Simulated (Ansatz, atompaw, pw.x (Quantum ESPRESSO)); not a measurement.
**What a changed setting does to a pw.x run (bcc H)**

Potential: PAW, atompaw 4.2.0.5, PBE; core none, reference 1s1; waves: 1s (bound): rc 1.45 bohr; 1s channel at 0.45 Ry: rc 1.45 bohr; 2p channel at -0.05 Ry: rc 1.45 bohr; local part: bessel scheme, radius 0.62 bohr; core correction: none; augmentation: besselshape compensation charge, radius 1.10 bohr; PAW radius 1.45 bohr; waves and projectors: custom polynom2 7 10 vanderbiltortho.

The reference run (k-mesh 18³, cutoffs 40/400 Ry, Fermi–Dirac 0.01 Ry, mixing_beta 0.4, conv_thr 1e-9, no spin) gives -1.71 GPa at 3.033 Å³/atom, where all-electron LAPW gives -2.27 GPa. This run, with its own iteration cap, changes smearing to mp.

```
&control
  calculation='scf', prefix='x', pseudo_dir='./', outdir='./tmp', tstress=.true., disk_io='none'
/
&system
  ibrav=0, nat=1, ntyp=1, ecutwfc=40, ecutrho=400, nbnd=7,
  occupations='smearing', smearing='mp', degauss=0.01
/
&electrons
  conv_thr=1e-09, mixing_beta=0.4, electron_maxstep=60
/
ATOMIC_SPECIES
H 1.0 H.UPF
CELL_PARAMETERS angstrom
  -0.91187954 0.91187954 0.91187954
  0.91187954 -0.91187954 0.91187954
  0.91187954 0.91187954 -0.91187954
ATOMIC_POSITIONS crystal
H 0.0000 0.0000 0.0000
K_POINTS automatic
18 18 18 0 0 0
```

```bash
pw.x < H.scf.in > H.scf.out
```

Task: How does the run end?

Result: It converges in 6 iterations; the free energy moves by +3.2 meV/atom and the pressure by -0.16 GPa. This scheme is built to cancel the term in the square of the width that Fermi–Dirac smearing leaves in the F of a metal.

```
Message from routine setup:
     using ibrav=0 with symmetry is DISCOURAGED, use correct ibrav instead
     lattice parameter (alat)  =       2.9847  a.u.
     unit-cell volume          =      20.4677 (a.u.)^3
     number of electrons       =         1.00
     number of Kohn-Sham states=            7
     kinetic-energy cutoff     =      40.0000  Ry
     charge density cutoff     =     400.0000  Ry
     scf convergence threshold =      1.0E-09
     Exchange-correlation= SLA PW PBX PBC
     number of k points=   195  Methfessel-Paxton smearing, width (Ry)=  0.0100
     iteration #  1     ecut=    40.00 Ry     beta= 0.40
     total energy              =      -1.07450619 Ry
     estimated scf accuracy    <       0.00000260 Ry
     iteration #  2     ecut=    40.00 Ry     beta= 0.40
     total energy              =      -1.07463116 Ry
     estimated scf accuracy    <       0.00000100 Ry
     iteration #  3     ecut=    40.00 Ry     beta= 0.40
     total energy              =      -1.07463676 Ry
     estimated scf accuracy    <       0.00000002 Ry
     iteration #  4     ecut=    40.00 Ry     beta= 0.40
     total energy              =      -1.07463676 Ry
     estimated scf accuracy    <       0.00000002 Ry
     iteration #  5     ecut=    40.00 Ry     beta= 0.40
     total energy              =      -1.07463681 Ry
     estimated scf accuracy    <       0.00000002 Ry
     iteration #  6     ecut=    40.00 Ry     beta= 0.40
     the Fermi energy is     3.6413 ev
!    total energy              =      -1.07463681 Ry
     estimated scf accuracy    <          2.8E-10 Ry
     smearing contrib. (-TS)   =      -0.00001429 Ry
     The total energy is F=E-TS. E is the sum of the following terms:
     one-electron contribution =       0.62743458 Ry
     hartree contribution      =       0.01998122 Ry
     xc contribution           =      -0.66581578 Ry
     ewald contribution        =      -1.05595055 Ry
     one-center paw contrib.   =      -0.00027199 Ry
     convergence has been achieved in   6 iterations
          total   stress  (Ry/bohr**3)                   (kbar)     P=      -18.65
     Message from routine punch:
     Nothing written, as per user request (disk_io='none')
```

The run took about 1.8 s on one core of a shared host (Intel(R) Xeon(R) 6975P-C, 192 threads, 378 GiB, load 11).
